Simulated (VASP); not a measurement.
# TePb (I4/mmm) in VASP: further runs

One crystal, TePb, is run at these levels: PBE, r2SCAN; tasks: single point.

Everything below comes from runs of VASP 6.6.1. Logs are shortened: lines on timing, memory, paths and dates and some standing lists are left out, and cuts for length are marked.

## (1) The cell of the first run

It takes space group I4/mmm (No. 139, tetragonal). Conventional cell: a = 4.494 Å, b = 4.494 Å, c = 6.553 Å, α = 90.00°, β = 90.00°, γ = 90.00°. Pb (site symmetry 4/mmm) is surrounded by 6 Te at 3.18 to 3.28 Å. Around Te (site symmetry 4/mmm) lie 6 Pb at 3.18 to 3.28 Å.

The cell was built by a generator and needn't be a form met in nature.

## (2) Single point, PBE (epitaxial_xy strain -2.8%)

Input file INCAR:

```
SYSTEM = TePb
ALGO = Normal ; EDIFF = 1E-7
ENCUT = 520 ; GGA = PE
ISIF = 2 ; ISMEAR = -1
LASPH = .True. ; LCHARG = .False.
LREAL = .False. ; LWAVE = .False.
NBANDS = 17 ; NELM = 100
PREC = Accurate ; SIGMA = 0.02
```

Input file KPOINTS:

```
k-points
0
Gamma
  8 8 8
  0 0 0
```

Input file POSCAR:

```
TePb
1.0
    0.0000000000      3.1776445549      3.2765039297
    3.1776445549      0.0000000000      3.2765039297
    3.1776445549      3.1776445549      0.0000000000
Pb Te
1 1
Direct
    0.0000000000      0.0000000000      0.0000000000
    0.5000000000      0.5000000000      0.5000000000
```

Potentials or basis: VASP PAW PBE potentials, release 64 (Pb_d, Te).

Started as:

```sh
cat potpaw_PBE.64/Pb_d/POTCAR potpaw_PBE.64/Te/POTCAR > POTCAR
mpirun -np 1 vasp_std > vasp.out
```

OUTCAR:

```text
SYSTEM = TePb
   EDIFF = 1E-7
   ENCUT = 520
   GGA = PE
   ISIF = 2
   ISMEAR = -1
   LASPH = .True.
   LREAL = .False.
   NELM = 100
   PREC = Accurate

 ion  position               nearest neighbor table
   1  0.000  0.000  0.000-   2 3.18   2 3.18   2 3.18   2 3.18   2 3.28   2 3.28
   2  0.500  0.500  0.500-   1 3.18   1 3.18   1 3.18   1 3.18   1 3.28   1 3.28

  LATTYP: Found a body centered tetragonal cell.
 ALAT       =     4.4938680259
 C/A-ratio  =     1.4582110159

  Lattice vectors:

 A1 = (  -3.1776445549,   0.0000000000,   3.2765039297)
 A2 = (   3.1776445549,   0.0000000000,   3.2765039297)
 A3 = (   0.0000000000,   3.1776445549,  -3.2765039297)

Analysis of symmetry for initial positions (statically):
=====================================================================
 Subroutine PRICEL returns:
 Original cell was already a primitive cell.

 Routine SETGRP: Setting up the symmetry group for a
 body centered tetragonal supercell.

 Subroutine GETGRP returns: Found 16 space group operations
 (whereof 16 operations were pure point group operations)
 out of a pool of 16 trial point group operations.

The static configuration has the point symmetry D_4h.

Analysis of symmetry for dynamics (positions and initial velocities):
=====================================================================
 Subroutine PRICEL returns:
 Original cell was already a primitive cell.

 Routine SETGRP: Setting up the symmetry group for a
 body centered tetragonal supercell.

 Subroutine GETGRP returns: Found 16 space group operations
 (whereof 16 operations were pure point group operations)
 out of a pool of 16 trial point group operations.

The dynamic configuration has the point symmetry D_4h.

 Subroutine INISYM returns: Found 16 space group operations
 (whereof 16 operations are pure point group operations),
 and found     1 'primitive' translations

----------------------------------------------------------------------------------------

                                     Primitive cell

  volume of cell :      66.1685

  direct lattice vectors                    reciprocal lattice vectors
     0.000000000  3.177644555  3.276503930    -0.157349254  0.157349254  0.152601679
     3.177644555  0.000000000  3.276503930     0.157349254 -0.157349254  0.152601679
     3.177644555  3.177644555  0.000000000     0.157349254  0.157349254 -0.152601679

  length of vectors
     4.564307496  4.564307496  4.493868026     0.269823735  0.269823735  0.269823735

[... 79 lines left out ...]
   NELM   =    100;   NELMIN=  2; NELMDL= -5     # of ELM steps
   EDIFF  = 0.1E-06   stopping-criterion for ELM
   LREAL  =      F    real-space projection
   EDIFFG = 0.1E-05   stopping-criterion for IOM
   NSW    =      0    number of steps for IOM
   IBRION =     -1    ionic relax: 0-MD 1-quasi-New 2-CG
   NFREE  =      0    steps in history (QN), initial steepest desc. (CG)
   ISIF   =      2    stress and relaxation
   ISYM   =      2    0-nonsym 1-usesym 2-fastsym
   POTIM  = 0.5000    time-step for ionic-motion
   TEBEG  =    0.0;   TEEND  =   0.0 temperature during run
   PSTRESS=    0.0 pullay stress
   NELECT =      20.0000    total number of electrons
   NUPDOWN=      -1.0000    fix difference up-down
   EMIN   =  10.00;   EMAX   =-10.00  energy-range for DOS
   EFERMI =   0.00;   METHOD = LEGACY
   ISMEAR =    -1;   SIGMA  =   0.02  broadening in eV -4-tet -1-fermi 0-gaus
   EFERMI_NEDOS =   21; number of points for ismear=-14 and -15
   IALGO  =     38    algorithm
   IMIX   =      4    mixing-type and parameters
     AMIX     =   0.40;   BMIX     =  1.00
     AMIX_MAG =   1.60;   BMIX_MAG =  1.00
  volume/ion in A,a.u.               =      33.08       223.26
  Fermi-wavevector in a.u.,A,eV,Ry     =   1.098671  2.076187 16.423297  1.207078
  Thomas-Fermi vector in A             =   2.235053
   LORBIT       =      0    0 simple, 1 ext, 2 COOP (PROOUT), +10 PAW based schemes
   GGA     = PE    functional components
   LHFCALC =     F    Hartree Fock is set to
   AEXX    =    0.0000 exact exchange contribution
   IVDW    =     0    specifies the selected vdW correction
   LEPSILON=     F    determine dielectric tensor
   LRPA    =     F    only Hartree local field effects (RPA)
 non-spin polarized calculation
  energy-cutoff  :      520.00
  volume of cell :       66.17
 maximum number of plane-waves:      1802
 NGX is ok and might be reduce to    36
   NGX = 17   NGY = 17   NGZ = 17

 number of electron      20.0000003 magnetization

 Free energy of the ion-electron system (eV)
  ---------------------------------------------------
  ext. energy  EPLUGINS =         0.00000000
  ---------------------------------------------------
  free energy    TOTEN  =        -7.46358619 eV

  energy without entropy =       -7.46358619  energy(sigma->0) =       -7.46358619

 E-fermi :   6.2317     XC(G=0):  -9.3861

 val. band max:        5.9103463701   @ k =   0.5000  -0.0000   0.0000
 cond. band min:       6.5524729684   @ k =   0.5000  -0.0000   0.0000
 fundamental gap:      0.6421265983
 Fermi energy:         6.2316830074

 k-point     1 :       0.0000    0.0000    0.0000
  band No.  band energies     occupation
      1     -10.8852      2.00000
      2     -10.8719      2.00000
      3     -10.8697      2.00000
      4     -10.8697      2.00000
      5     -10.8616      2.00000
      6      -6.3086      2.00000
[... 457 lines left out ...]
      4     -10.8565      2.00000
      5     -10.8446      2.00000
      6      -5.2776      2.00000
[... 9 lines left out ...]
     16      14.5490      0.00000
     17      16.0336      0.00000

 [... further k-points ...]

------------------------ aborting loop because EDIFF is reached ----------------------------------------

  FORCE on cell =-STRESS in cart. coord.  units (eV):
  Direction    XX          YY          ZZ          XY          YZ          ZX
  --------------------------------------------------------------------------------------
  -------------------------------------------------------------------------------------
  Total        1.8546312      1.8546312      0.2506297      0.0000000      0.0000000     -0.0000000
  in kB       44.9072879     44.9072879      6.0686457      0.0000000      0.0000000     -0.0000000
  external PRESSURE =      31.9610738 kB  Pullay stress =       0.0000000 kB

 VOLUME and BASIS-vectors are now :
 -----------------------------------------------------------------------------
  energy-cutoff  :      520.00
  volume of cell :       66.17
      direct lattice vectors                 reciprocal lattice vectors
     0.000000000  3.177644555  3.276503930    -0.157349254  0.157349254  0.152601679
     3.177644555  0.000000000  3.276503930     0.157349254 -0.157349254  0.152601679
     3.177644555  3.177644555  0.000000000     0.157349254  0.157349254 -0.152601679

 POSITION                                       TOTAL-FORCE (eV/Angst)
 -----------------------------------------------------------------------------------
      0.00000      0.00000      0.00000         0.000000     -0.000000      0.000000
      3.17764      3.17764      3.27650        -0.000000      0.000000     -0.000000
 -----------------------------------------------------------------------------------
    total drift:                               -0.000000      0.000000      0.000000

  FREE ENERGIE OF THE ION-ELECTRON SYSTEM (eV)
  ---------------------------------------------------
  free  energy   TOTEN  =        -7.4635861884 eV

  energy  without entropy=       -7.4635861873  energy(sigma->0) =       -7.46358619
```

stdout:

```text
POSCAR found type information on POSCAR PbTe
 POSCAR found :  2 types and       2 ions
 scaLAPACK will be used
 LDA part: xc-table for (Slater+PW92), standard interpolation
 POSCAR, INCAR and KPOINTS ok, starting setup
 FFT: planning ... GRIDC
 FFT: planning ... GRID_SOFT
 FFT: planning ... GRID
 WAVECAR not read
 entering main loop
```

Wall time 28 s (1 thread of Intel Xeon 6975P-C (Granite Rapids), shared host); peak memory 0.24 GiB.

Results:

```yaml
Free_energy: -7.4636 eV
Pressure: 3.2 GPa
Band_gap_on_the_k_mesh: 0.64 eV, direct
```

Stress tensor (GPa, compression positive):
```
4.49 0.00 0.00
0.00 4.49 0.00
0.00 0.00 0.61
```

Caveat: spin-orbit coupling is left out, which as a rule narrows the gap of such compounds by several tenths of an eV. A k mesh can miss the band edges.

## (3) Single point, r2SCAN (epitaxial_xy strain -2.8%)

POSCAR is that of step 2.

Input file INCAR.step1:

```
SYSTEM = TePb
ALGO     = Normal         ! electronic algorithm
EDIFF    = 1E-4           ! SCF threshold, eV
ENCUT    = 520            ! plane-wave cutoff, eV
GGA      = PE             ! functional
ISMEAR   = 0              ! smearing method
LASPH    = .TRUE.         ! aspherical terms in the spheres
LCHARG   = .FALSE.        ! write CHGCAR
LREAL    = .FALSE.        ! projectors in reciprocal space
LWAVE    = .TRUE.         ! write WAVECAR
NBANDS   = 17             ! bands
NELM     = 100            ! most SCF steps
PREC     = Accurate       ! precision mode
SIGMA    = 0.01           ! smearing width, eV
```

Input file INCAR.step2:

```
SYSTEM = TePb
ALGO     = Normal         ! electronic algorithm
EDIFF    = 1E-6           ! SCF threshold, eV
ENCUT    = 520            ! plane-wave cutoff, eV
ISIF     = 2              ! what is computed and relaxed
ISMEAR   = 0              ! smearing method
ISTART   = 1            
LASPH    = .TRUE.         ! aspherical terms in the spheres
LCHARG   = .FALSE.        ! write CHGCAR
LMIXTAU  = .TRUE.       
LREAL    = .FALSE.        ! projectors in reciprocal space
LWAVE    = .FALSE.        ! write WAVECAR
METAGGA  = R2SCAN         ! meta-GGA
NBANDS   = 17             ! bands
NELM     = 100            ! most SCF steps
PREC     = Accurate       ! precision mode
SIGMA    = 0.01           ! smearing width, eV
```

Input file KPOINTS:

```
k-points
0
G
  8 8 8
  0 0 0
```

Potentials or basis: VASP PAW PBE potentials, release 64 (Pb_d, Te).

Started as:

```sh
cat potpaw_PBE.64/Pb_d/POTCAR potpaw_PBE.64/Te/POTCAR > POTCAR
cp INCAR.step1 INCAR
mpirun -np 1 vasp_std > vasp.out
cp INCAR.step2 INCAR
mpirun -np 1 vasp_std > vasp.out
```

OUTCAR:

```text
SYSTEM = TePb
   EDIFF = 1E-6
   ENCUT = 520
   ISIF = 2
   ISMEAR = 0
   ISTART = 1
   LASPH = .TRUE.
   LREAL = .FALSE.
   METAGGA = R2SCAN
   NELM = 100
   PREC = Accurate

 ion  position               nearest neighbor table
   1  0.000  0.000  0.000-   2 3.18   2 3.18   2 3.18   2 3.18   2 3.28   2 3.28
   2  0.500  0.500  0.500-   1 3.18   1 3.18   1 3.18   1 3.18   1 3.28   1 3.28

  LATTYP: Found a body centered tetragonal cell.
 ALAT       =     4.4938680259
 C/A-ratio  =     1.4582110159

  Lattice vectors:

[... 670 lines left out ...]

  FORCE on cell =-STRESS in cart. coord.  units (eV):
  Direction    XX          YY          ZZ          XY          YZ          ZX
  --------------------------------------------------------------------------------------
  -------------------------------------------------------------------------------------
  Total        1.6432039      1.6432039      0.0029109      0.0000000      0.0000000     -0.0000000
  in kB       39.7878721     39.7878721      0.0704822      0.0000000      0.0000000     -0.0000000
  external PRESSURE =      26.5487422 kB  Pullay stress =       0.0000000 kB

 VOLUME and BASIS-vectors are now :
 -----------------------------------------------------------------------------
  energy-cutoff  :      520.00
  volume of cell :       66.17
      direct lattice vectors                 reciprocal lattice vectors
     0.000000000  3.177644555  3.276503930    -0.157349254  0.157349254  0.152601679
     3.177644555  0.000000000  3.276503930     0.157349254 -0.157349254  0.152601679
     3.177644555  3.177644555  0.000000000     0.157349254  0.157349254 -0.152601679

 POSITION                                       TOTAL-FORCE (eV/Angst)
 -----------------------------------------------------------------------------------
      0.00000      0.00000      0.00000        -0.000000     -0.000000      0.000000
      3.17764      3.17764      3.27650         0.000000      0.000000     -0.000000
 -----------------------------------------------------------------------------------
    total drift:                               -0.000000      0.000000      0.000000

  FREE ENERGIE OF THE ION-ELECTRON SYSTEM (eV)
  ---------------------------------------------------
  free  energy   TOTEN  =       -82.6613954126 eV

  energy  without entropy=      -82.6613954126  energy(sigma->0) =      -82.66139541
```

OSZICAR.step1:

```text
N       E                     dE             d eps       ncg     rms          rms(c)
DAV:   1     0.151593476097E+03    0.15159E+03   -0.91956E+03  2006   0.115E+03
DAV:   2     0.292181548646E+01   -0.14867E+03   -0.14445E+03  2072   0.295E+02
DAV:   3    -0.729299395638E+01   -0.10215E+02   -0.10153E+02  2651   0.836E+01
DAV:   4    -0.756850774121E+01   -0.27551E+00   -0.27531E+00  2594   0.154E+01
DAV:   5    -0.757818907792E+01   -0.96813E-02   -0.96810E-02  2883   0.259E+00    0.352E+00
DAV:   6    -0.746538929397E+01    0.11280E+00   -0.24340E-01  2918   0.354E+00    0.217E+00
DAV:   7    -0.746197344743E+01    0.34158E-02   -0.82073E-02  2578   0.141E+00    0.930E-01
DAV:   8    -0.746361823352E+01   -0.16448E-02   -0.94914E-03  2504   0.985E-01    0.152E-01
DAV:   9    -0.746354338888E+01    0.74845E-04   -0.10398E-03  2708   0.361E-01    0.671E-02
DAV:  10    -0.746358049734E+01   -0.37108E-04   -0.14196E-04  2063   0.910E-02
   1 F= -.74635805E+01 E0= -.74635805E+01  d E =-.377032E-14
```

It took 90 s on 1 thread of Intel Xeon 6975P-C (Granite Rapids), shared host; peak memory 0.26 GiB.

Results:

```
Free energy            : -82.6614 eV
Pressure               : 2.7 GPa
Band gap on the k mesh : 0.91 eV, direct
```

Levels at points of the mesh, in eV from the valence-band top:
```tsv
k point	band 7	band 8	band 9	band 10	band 11	band 12	band 13	band 14
(0.00, 0.00, 0.00)	-5.61	-1.72	-1.72	-1.42	3.85	4.58	4.58	5.97
(0.50, 0.00, 0.00)	-9.06	-1.19	-1.08	0.00	0.91	1.30	1.38	8.93
(0.50, 0.50, 0.00)	-7.39	-4.85	-3.09	-3.09	3.53	5.96	5.96	6.94
(0.50, 0.00, 0.50)	-7.65	-4.92	-3.33	-2.98	3.43	5.42	6.23	7.42
```

Caveat: the PAW data sets were made with another functional, which shifts forces and pressure a little; spin-orbit coupling is left out, which as a rule narrows the gap of such compounds by several tenths of an eV. A k mesh can miss the band edges.

## (4) Single point, PBE (shear_xy strain +5.2%)

Input file INCAR:

```
PREC = Accurate ; ENCUT = 520
EDIFF = 1E-7 ; ISMEAR = -1
SIGMA = 0.02 ; LREAL = F
LASPH = T ; NELM = 100
ALGO = Fast ; ISIF = 2
LWAVE = F ; LCHARG = F
GGA = PE ; NBANDS = 17
```

Input file KPOINTS:

```
Automatic mesh
0
Gamma
  8 8 8
```

Input file POSCAR:

```
TePb
1.0
    0.0857807174      3.2678368520      3.2678368520
    3.2678368520      0.0857807174      3.2678368520
    3.3536175694      3.3536175694      0.0000000000
Pb Te
1 1
Direct
    0.0000000000      0.0000000000      0.0000000000
    0.5000000000      0.5000000000      0.5000000000
```

Started as:

```sh
cat potpaw_PBE.64/Pb_d/POTCAR potpaw_PBE.64/Te/POTCAR > POTCAR
mpirun -np 1 vasp_std > vasp.out
```

It took 54 s on 1 thread of Intel Xeon 6975P-C (Granite Rapids), shared host; peak memory 0.28 GiB.

It converged, with:

```yaml
Free_energy: -7.5122 eV
Pressure: 0.6 GPa
Band_gap_on_the_k_mesh: 0.54 eV, indirect (least direct gap 0.75 eV)
```

Stress tensor (GPa, compression positive):
```
 0.60 -0.74  0.00
-0.74  0.60  0.00
 0.00  0.00  0.55
```

Levels at points of the mesh, in eV from the valence-band top:
| k point | band 8 | band 9 | band 10 | band 11 | band 12 | band 13 |
| --- | --- | --- | --- | --- | --- | --- |
| (0.00, 0.00, 0.00) | -1.53 | -1.33 | -1.10 | 3.88 | 3.93 | 4.02 |
| (0.50, 0.00, 0.00) | -1.01 | -0.92 | -0.21 | 0.54 | 1.08 | 1.23 |
| (0.50, 0.50, 0.00) | -4.34 | -2.95 | -2.46 | 3.36 | 5.17 | 5.35 |
| (0.00, 0.00, 0.50) | -0.88 | -0.74 | 0.00 | 0.78 | 1.32 | 1.44 |
| (0.50, 0.00, 0.50) | -4.34 | -2.71 | -2.71 | 3.33 | 5.15 | 5.25 |

Caveat: spin-orbit coupling is left out, which as a rule narrows the gap of such compounds by several tenths of an eV.

## (5) Summary

| level | cell | smearing | gap on the mesh (eV) | pressure (GPa) |
| --- | --- | --- | --- | --- |
| PBE | epitaxial_xy strain -2.8% | fermi-dirac 0.02 eV | 0.64 | 3.2 |
| r2SCAN | epitaxial_xy strain -2.8% | gaussian 0.01 eV | 0.91 | 2.7 |
| PBE | shear_xy strain +5.2% | fermi-dirac 0.02 eV | 0.54 | 0.6 |

Alike in all rows: task single point; potentials or basis VASP PAW PBE potentials, release 64 (Pb_d, Te); no spin polarisation; k mesh 8 × 8 × 8; cutoff (eV) 520.

Caveats: spin-orbit coupling is left out, which as a rule narrows the gap of such compounds by several tenths of an eV; the PAW data sets were made with another functional, which shifts forces and pressure a little (some runs).

Absolute energies hang on the potentials; compare differences alone.
